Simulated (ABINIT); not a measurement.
The system is KMgF3.

```
K Mg F
1.0
     3.98590    0.00000    0.00000
     0.00000    3.98590    0.00000
     0.00000    0.00000    3.98590
K Mg F
1 1 3
Direct
  0.50000 0.50000 0.50000
  0.00000 0.00000 0.00000
  0.00000 0.00000 0.50000
  0.00000 0.50000 0.00000
  0.50000 0.00000 0.00000
```

| Item | Value |
| --- | --- |
| Program | ABINIT 10.8.3 (patched build) |
| Task | relaxation of cell and atoms |
| Functional | PBE |
| Potentials or basis | PseudoDojo NC SR PBE v0.5 stringent |
| Cutoff | 1143 eV |
| k mesh | 5 × 5 × 5 |
| Occupations | fermi-dirac, width 0.05 eV |
| Spin | no spin polarisation |

At the start: pressure 3.6 GPa; volume 12.67 Å³/atom.

Problem. Where does the relaxation end?

Solution. Over 5 steps the energy falls by 6.9 meV/atom and the volume is 13.30 Å³/atom (+5.0 %); space group Pm-3m (No. 221, to 0.05 Å).

The path:
| step | energy change (eV) | largest force (eV/Å) | pressure (GPa) | volume (Å³) |
| --- | --- | --- | --- | --- |
| 1 | 0.0000 | 0.0000 | 3.62 | 63.33 |
| 2 | -0.0139 | 0.0000 | 2.73 | 64.03 |
| 3 | -0.0343 | 0.0000 | 0.17 | 66.34 |
| 4 | -0.0344 | 0.0000 | 0.01 | 66.50 |
| 5 | -0.0344 | 0.0000 | 0.00 | 66.51 |

Final structure:
```xyz
5
Lattice="4.0516 0.0000 0.0000 0.0000 4.0516 0.0000 0.0000 0.0000 4.0516" Properties=species:S:1:pos:R:3 pbc="T T T"
K     2.0258    2.0258    2.0258
Mg    0.0000    0.0000    0.0000
F     0.0000    0.0000    2.0258
F     0.0000    2.0258    0.0000
F     2.0258    0.0000    0.0000
```
